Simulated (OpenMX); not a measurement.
An input for OpenMX 3.8.5 (Pb):

The input Pb.dat:

```
System.CurrrentDirectory             ./
System.Name                          Pb
DATA.PATH                            ./DFT_DATA13
level.of.stdout                      1
level.of.fileout                     1
Species.Number                       1
<Definition.of.Atomic.Species
  Pb  Pb8.0-s4>3p3>2d3>2f3>2         Pb_PBE13
Definition.of.Atomic.Species>

Atoms.Number                         1
Atoms.SpeciesAndCoordinates.Unit     AU
<Atoms.SpeciesAndCoordinates
    1  Pb   -0.0258928847    0.0439172912    0.0247244478   7.000  7.000
Atoms.SpeciesAndCoordinates>

Atoms.UnitVectors.Unit               AU
<Atoms.UnitVectors
    -3.7275868260    3.8133785024    3.7517016211
     3.6882824124   -3.7253021472    3.6243227420
     3.7870281613    3.7847434824   -3.6636271556
Atoms.UnitVectors>

scf.XcType                           LDA
scf.SpinPolarization                 off
scf.ElectronicTemperature            580.226
scf.energycutoff                     500.0
scf.maxIter                          100
scf.EigenvalueSolver                 band
scf.Kgrid                            9 9 9
scf.Mixing.Type                      rmm-diisk
scf.Init.Mixing.Weight               0.05
scf.Min.Mixing.Weight                0.001
scf.Max.Mixing.Weight                0.3
scf.Mixing.History                   25
scf.Mixing.StartPulay                8
scf.criterion                        1.0e-8
MD.Type                              nomd
Voronoi.charge                       on
Energy.Decomposition                 on
orbitalOpt.Method                    species
orbitalOpt.Opt.maxIter               10
orbitalOpt.criterion                 1.0e-4
```

Potentials or basis: OpenMX 2013 PBE set, Pb8.0-s4>3p3>2d3>2f3>2, grid cutoff 500 Ry.

Run with:

```bash
$ openmx Pb.dat -nt 1 > Pb.std
```

Problem. Does this run start?

Solution. The run stopped without a result. It printed:

Pb.std:

```text
*******************************************************
 Welcome to OpenMX   Ver. 3.8.5
 Copyright (C), 2002-2014, T. Ozaki
 OpenMX comes with ABSOLUTELY NO WARRANTY.
 This is free software, and you are welcome to
 redistribute it under the constitution of the GNU-GPL.
*******************************************************

<Input_std>  p= 0 l= 0 Primitive=  4 Contracted=  3
<Input_std>  p= 0 l= 1 Primitive=  3 Contracted=  2
<Input_std>  p= 0 l= 2 Primitive=  3 Contracted=  2
<Input_std>  p= 0 l= 3 Primitive=  3 Contracted=  2
<Input_std>  p= 0 l= 4 Primitive=  0 Contracted=  0

Automatic determination of Kerker_factor:   0.443525336848
Energy decomposition is not supported for orbital optimization.
```
